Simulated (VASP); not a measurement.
# ZnS (Wurtzite-2H) (P6_3mc) in VASP: settings compared, part 2 of 2

VASP 6.6.1. Earlier steps stand in the parts before.

## 6. Relaxation of cell and atoms, LDA

File INCAR:

```
SYSTEM = ZnS
PREC = Accurate
ENCUT = 600
EDIFF = 1E-7
ISMEAR = -1
SIGMA = 0.05
LREAL = .FALSE.
LASPH = .TRUE.
NELM = 80
ALGO = Normal
ISIF = 3
LWAVE = .FALSE.
LCHARG = .FALSE.
IBRION = 2
NSW = 60
EDIFFG = -0.005
```

File KPOINTS:

```
Automatic mesh
0
G
  8 8 5
  0 0 0
```

File POSCAR:

```
ZnS
1.0
    3.8110000000      0.0000000000      0.0000000000
   -1.9055000000      3.3004228138      0.0000000000
    0.0000000000      0.0000000000      6.2340000000
Zn S
2 2
Direct
    0.6666666667      0.3333333333      0.5000000000
    0.3333333333      0.6666666667      0.0000000000
    0.6666666667      0.3333333333      0.8850000000
    0.3333333333      0.6666666667      0.3850000000
```

Potentials or basis: VASP PAW LDA potentials, release 64 (Zn, S).

Command:

```sh
> cat potpaw_LDA.64/Zn/POTCAR potpaw_LDA.64/S/POTCAR > POTCAR
> mpirun -np 1 vasp_std > vasp.out
```

OUTCAR:

```text
SYSTEM = ZnS
   PREC = Accurate
   ENCUT = 600
   EDIFF = 1E-7
   ISMEAR = -1
   LREAL = .FALSE.
   LASPH = .TRUE.
   NELM = 80
   ISIF = 3
   IBRION = 2
   NSW = 60
   EDIFFG = -0.005

 ion  position               nearest neighbor table
   1  0.667  0.333  0.500-   4 2.31   4 2.31   4 2.31   3 2.40
   2  0.333  0.667  0.000-   3 2.31   3 2.31   3 2.31   4 2.40
   3  0.667  0.333  0.885-   2 2.31   2 2.31   2 2.31   1 2.40
   4  0.333  0.667  0.385-   1 2.31   1 2.31   1 2.31   2 2.40

  LATTYP: Found a hexagonal cell.
 ALAT       =     3.8110000000
 C/A-ratio  =     1.6357911309

  Lattice vectors:

 A1 = (   3.8110000000,   0.0000000000,   0.0000000000)
 A2 = (  -1.9055000000,   3.3004228138,   0.0000000000)
 A3 = (   0.0000000000,   0.0000000000,   6.2340000000)

Analysis of symmetry for initial positions (statically):
=====================================================================
 Subroutine PRICEL returns:
 Original cell was already a primitive cell.

 Routine SETGRP: Setting up the symmetry group for a
 hexagonal supercell.

 Subroutine GETGRP returns: Found 12 space group operations
 (whereof  6 operations were pure point group operations)
 out of a pool of 24 trial point group operations.

The static configuration has the point symmetry C_3v.
 The point group associated with its full space group is C_6v.

Analysis of symmetry for dynamics (positions and initial velocities):
=====================================================================
 Subroutine PRICEL returns:
 Original cell was already a primitive cell.

 Routine SETGRP: Setting up the symmetry group for a
 hexagonal supercell.

 Subroutine GETGRP returns: Found 12 space group operations
 (whereof  6 operations were pure point group operations)
 out of a pool of 24 trial point group operations.

The dynamic configuration has the point symmetry C_3v.
 The point group associated with its full space group is C_6v.

 Subroutine INISYM returns: Found 12 space group operations
 (whereof  6 operations are pure point group operations),
 and found     1 'primitive' translations

----------------------------------------------------------------------------------------

                                     Primitive cell

  volume of cell :      78.4107

  direct lattice vectors                    reciprocal lattice vectors
     3.811000000  0.000000000  0.000000000     0.262398321  0.151495741  0.000000000
    -1.905500000  3.300422814  0.000000000     0.000000000  0.302991482  0.000000000
     0.000000000  0.000000000  6.234000000     0.000000000  0.000000000  0.160410651

  length of vectors
     3.811000000  3.811000000  6.234000000     0.302991482  0.302991482  0.160410651

  position of ions in fractional coordinates (direct lattice)
     0.666666667  0.333333333  0.500000000
     0.333333333  0.666666667  0.000000000
     0.666666667  0.333333333  0.885000000
     0.333333333  0.666666667  0.385000000

  ion indices of the primitive-cell ions
   primitive index   ion index
                 1           1
                 2           2
                 3           3
                 4           4

[... 23 lines left out ...]

 Found     30 irreducible k-points:

 Following reciprocal coordinates:
            Coordinates               Weight
  0.000000  0.000000  0.000000      1.000000
  0.125000  0.000000  0.000000      6.000000
  0.250000  0.000000  0.000000      6.000000
  0.375000  0.000000  0.000000      6.000000
  0.500000  0.000000  0.000000      3.000000
  0.125000  0.125000  0.000000      6.000000
[... 22 lines left out ...]
  0.250000  0.250000  0.400000     12.000000
  0.375000  0.250000  0.400000     12.000000
   k-points           NKPTS =     30   k-points in BZ     NKDIM =     30   number of bands    NBANDS=     22
   number of dos      NEDOS =    301   number of ions     NIONS =      4
   total plane-waves  NPLWV =  45000
   dimension x,y,z NGX =    30 NGY =   30 NGZ =   50
   dimension x,y,z NGXF=    60 NGYF=   60 NGZF=  100
   ions per type =               2   2
   NGX,Y,Z   is equivalent  to a cutoff of  13.09, 13.09, 13.33 a.u.
   NGXF,Y,Z  is equivalent  to a cutoff of  26.17, 26.17, 26.67 a.u.
 SYSTEM =  ZnS
   PREC   = accura    normal or accurate (medium, high low for compatibility)
   ISTART =      0    job   : 0-new  1-cont  2-samecut
   ICHARG =      2    charge: 1-file 2-atom 10-const
   ISPIN  =      1    spin polarized calculation?
   LNONCOLLINEAR =      F non collinear calculations
   LSORBIT =      F    spin-orbit coupling
   LASPH  =      T    aspherical Exc in radial PAW
   ENCUT  =  600.0 eV  44.10 Ry    6.64 a.u.   7.61  7.61 12.45*2*pi/ulx,y,z
   NELM   =     80;   NELMIN=  2; NELMDL= -5     # of ELM steps
   EDIFF  = 0.1E-06   stopping-criterion for ELM
   LREAL  =      F    real-space projection
   EDIFFG = -.5E-02   stopping-criterion for IOM
   NSW    =     60    number of steps for IOM
   IBRION =      2    ionic relax: 0-MD 1-quasi-New 2-CG
   NFREE  =      1    steps in history (QN), initial steepest desc. (CG)
   ISIF   =      3    stress and relaxation
   ISYM   =      2    0-nonsym 1-usesym 2-fastsym
   POTIM  = 0.5000    time-step for ionic-motion
   TEBEG  =    0.0;   TEEND  =   0.0 temperature during run
   PSTRESS=    0.0 pullay stress
   NELECT =      36.0000    total number of electrons
   NUPDOWN=      -1.0000    fix difference up-down
   EMIN   =  10.00;   EMAX   =-10.00  energy-range for DOS
   EFERMI =   0.00;   METHOD = LEGACY
   ISMEAR =    -1;   SIGMA  =   0.05  broadening in eV -4-tet -1-fermi 0-gaus
   EFERMI_NEDOS =   21; number of points for ismear=-14 and -15
   IALGO  =     38    algorithm
   IMIX   =      4    mixing-type and parameters
     AMIX     =   0.40;   BMIX     =  1.00
     AMIX_MAG =   1.60;   BMIX_MAG =  1.00
  volume/ion in A,a.u.               =      19.60       132.29
  Fermi-wavevector in a.u.,A,eV,Ry     =   1.262943  2.386617 21.701647  1.595026
  Thomas-Fermi vector in A             =   2.396326
   LORBIT       =      0    0 simple, 1 ext, 2 COOP (PROOUT), +10 PAW based schemes
   GGA     = CA    functional components
   LHFCALC =     F    Hartree Fock is set to
   AEXX    =    0.0000 exact exchange contribution
   IVDW    =     0    specifies the selected vdW correction
   LEPSILON=     F    determine dielectric tensor
   LRPA    =     F    only Hartree local field effects (RPA)
 conjugate gradient relaxation of ions
 non-spin polarized calculation
  energy-cutoff  :      600.00
  volume of cell :       78.41
 maximum number of plane-waves:      2643
   NGX = 15   NGY = 15   NGZ = 25

--------------------------------------- Ionic step        1  -------------------------------------------

 number of electron      36.0000044 magnetization

 Free energy of the ion-electron system (eV)
  ---------------------------------------------------
  ext. energy  EPLUGINS =         0.00000000
  ---------------------------------------------------
  free energy    TOTEN  =       -16.33571883 eV

  energy without entropy =      -16.33571883  energy(sigma->0) =      -16.33571883

------------------------ aborting loop because EDIFF is reached ----------------------------------------

  FORCE on cell =-STRESS in cart. coord.  units (eV):
  Direction    XX          YY          ZZ          XY          YZ          ZX
  --------------------------------------------------------------------------------------
  -------------------------------------------------------------------------------------
  Total       -1.5519229     -1.5519229     -2.3087498      0.0000000     -0.0000000      0.0000000
  in kB      -31.7106675    -31.7106675    -47.1750231      0.0000000     -0.0000000      0.0000000
  external PRESSURE =     -36.8654527 kB  Pullay stress =       0.0000000 kB
[... 95 lines left out ...]
  FREE ENERGIE OF THE ION-ELECTRON SYSTEM (eV)
  ---------------------------------------------------
  free  energy   TOTEN  =       -16.3951368212 eV

  energy  without entropy=      -16.3951368212  energy(sigma->0) =      -16.39513682

[... ionic steps 4 to 8 ...]

--------------------------------------- Ionic step        9  -------------------------------------------

 number of electron      35.9999980 magnetization

------------------------ aborting loop because EDIFF is reached ----------------------------------------
[... 71 lines left out ...]
--------------------------------------- Ionic step       11  -------------------------------------------

 number of electron      35.9999981 magnetization

 Free energy of the ion-electron system (eV)
  ---------------------------------------------------
  ext. energy  EPLUGINS =         0.00000000
  ---------------------------------------------------
  free energy    TOTEN  =       -16.40407539 eV

  energy without entropy =      -16.40407539  energy(sigma->0) =      -16.40407539

 E-fermi :   3.4968     XC(G=0): -10.2954

 val. band max:        2.5026250870   @ k =   0.0000   0.0000   0.0000
 cond. band min:       4.7160733907   @ k =   0.0000   0.0000   0.0000
 fundamental gap:      2.2134483036
 Fermi energy:         3.4968422473

 k-point     1 :       0.0000    0.0000    0.0000
  band No.  band energies     occupation
      1     -11.0504      2.00000
      2      -9.9881      2.00000
      3      -4.2534      2.00000
      4      -4.2330      2.00000
      5      -4.2330      2.00000
      6      -4.1442      2.00000
[... 770 lines left out ...]
  FREE ENERGIE OF THE ION-ELECTRON SYSTEM (eV)
  ---------------------------------------------------
  free  energy   TOTEN  =       -16.4040753863 eV

  energy  without entropy=      -16.4040753862  energy(sigma->0) =      -16.40407539

 reached required accuracy - stopping structural energy minimisation
```

CONTCAR:

```text
ZnS
   1.00000000000000
     3.7420491860113252    0.0000000000000000   -0.0000000000000000
    -1.8710245930056626    3.2407096572754113    0.0000000000000000
    -0.0000000000000000    0.0000000000000000    6.1477422036390728
  Zn              S
     2     2
Direct
     0.6666666667000030    0.3333333332999970    0.5055919231602174
     0.3333333332999970    0.6666666667000030    0.0055919231602175
     0.6666666667000030    0.3333333332999970    0.8794080768397806
     0.3333333332999970    0.6666666667000030    0.3794080768397806

  0.00000000E+00  0.00000000E+00  0.00000000E+00
  0.00000000E+00  0.00000000E+00  0.00000000E+00
  0.00000000E+00  0.00000000E+00  0.00000000E+00
  0.00000000E+00  0.00000000E+00  0.00000000E+00
```

It took 6.2 min on 1 thread of Intel Xeon Platinum 8488C (Sapphire Rapids), shared host; peak memory 0.2 GiB.

What came out:

```yaml
Free_energy: -16.4041 eV
Relaxed_volume: 18.64 Å³/atom
Relaxed_cell: a = 3.742 Å, b = 3.742 Å, c = 6.148 Å, α = 90.00°, β = 90.00°, γ = 120.00°
Space_group_after_relaxing_to_0.05_Å: P6_3mc (No. 186)
Energy_gained_by_relaxing: 17.1 meV/atom
Ionic_steps: 11
Pressure_after_relaxing: 0.0 GPa
Band_gap_on_the_k_mesh: 2.21 eV, direct
```

The path:
```tsv
step	energy change (eV)	largest force (eV/Å)	pressure (GPa)	volume (Å³)
1	0.0000	0.2980	-3.69	78.41
2	-0.0561	0.1572	1.44	73.40
3	-0.0594	0.1943	0.40	74.29
4	-0.0646	0.0602	0.14	74.47
5	-0.0649	0.0163	0.09	74.52
6	-0.0675	0.0115	-0.16	74.71
7	-0.0680	0.0074	-0.33	74.85
8	-0.0683	0.0064	0.17	74.42
9	-0.0683	0.0067	-0.01	74.57
10	-0.0683	0.0067	0.00	74.56
11	-0.0684	0.0018	0.00	74.55
```

Final structure:
```xyz
4
Lattice="3.7420 0.0000 0.0000 -1.8710 3.2407 0.0000 0.0000 0.0000 6.1477" Properties=species:S:1:pos:R:3 pbc="T T T"
Zn    1.8710    1.0802    3.1082
Zn    0.0000    2.1605    0.0344
S     1.8710    1.0802    5.4064
S     0.0000    2.1605    2.3325
```

## 7. The runs side by side

```csv
task,level,potentials or basis,cell,cutoff (eV),smearing,gap on the mesh (eV),pressure (GPa),relaxed volume (Å³/atom),largest force (eV/Å)
single point,PBE,"VASP PAW PBE potentials, release 64 (Zn, S)",as given,520,gaussian 0.026 eV,2.25,2.5,-,0.32
single point,PBE,"VASP PAW PBE potentials, release 64 (Zn, S)",as given,520,gaussian 0.011 eV,2.25,2.5,-,0.32
relaxation of cell and atoms,PBE,"VASP PAW PBE potentials, release 64 (Zn, S)",relaxed,600,fermi-dirac 0.05 eV,2.08,0.0,20.22,0.01
relaxation of cell and atoms,LDA,"VASP PAW LDA potentials, release 64 (Zn, S)",relaxed,600,fermi-dirac 0.05 eV,2.21,0.0,18.64,-
```

Alike in all rows: no spin polarisation; k mesh 8 × 8 × 5.

Total energies depend on the potentials used, so only differences within one code and one set of settings carry meaning.

## 8. How close it comes

Step 3. Against the measured gap of ZnS, 3.911 eV (direct; 4 K; a printed reference work, monograph), the calculated 2.25 eV is off by -1.66 eV. The value is that of PBE, without temperature or zero-point motion. Semilocal functionals fall short of measured gaps as a rule.

Step 4. A measured gap of ZnS is 3.911 eV (direct; 4 K; a printed reference work, monograph); the calculated 2.25 eV misses it by -1.66 eV. The value is that of PBE, without temperature or zero-point motion. Semilocal functionals fall short of measured gaps as a rule.
